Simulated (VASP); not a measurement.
Input of a VASP 6.6.1 run:

Contents of POSCAR:

```
Si
1.0
    0.0000000000      2.7227277389      2.7227277389
    2.7227277389      0.0000000000      2.7227277389
    2.7227277389      2.7227277389      0.0000000000
Si
2
Direct
    0.5000000000      0.5000000000      0.5000000000
    0.7500000000      0.7500000000      0.7500000000
```

File INCAR.step1:

```
ALGO = Normal ; EDIFF = 1E-5
ENCUT = 520 ; GGA = PE
ISIF = 2 ; ISMEAR = -1
LASPH = T ; LCHARG = F
LREAL = F ; LWAVE = T
NBANDS = 11 ; NELM = 100
PREC = Accurate ; SIGMA = 0.1
```

INCAR.step2

```
AEXX = 0.5 ; ALGO = Normal
EDIFF = 1E-6 ; ENCUT = 520
HFRCUT = -1 ; ISIF = 2
ISMEAR = -1 ; ISTART = 1
LASPH = T ; LCHARG = F
LHFCALC = T ; LMIXTAU = T
LREAL = F ; LWAVE = F
METAGGA = R2SCAN ; NBANDS = 11
NELM = 100 ; PREC = Accurate
PRECFOCK = Normal ; SIGMA = 0.1
```

File KPOINTS:

```
k-points
0
Gamma
  5 5 5
```

Potentials or basis: VASP PAW PBE potentials, release 64 (Si).

Launch:

```sh
$ cat potpaw_PBE.64/Si/POTCAR > POTCAR
$ cp INCAR.step1 INCAR
$ mpirun -np 1 vasp_std > vasp.out
$ cp INCAR.step2 INCAR
$ mpirun -np 1 vasp_std > vasp.out
```

(1) Estimate the pressure.

(2) What does it give for the band gap on the k mesh?

Answers

(1) -2.7 GPa.

(2) 3.15 eV, indirect (least direct gap 5.48 eV).

Caveat: the PAW data sets were made with another functional, which shifts forces and pressure a little; an odd mesh through Γ misses points on the zone boundary, where band edges often lie.
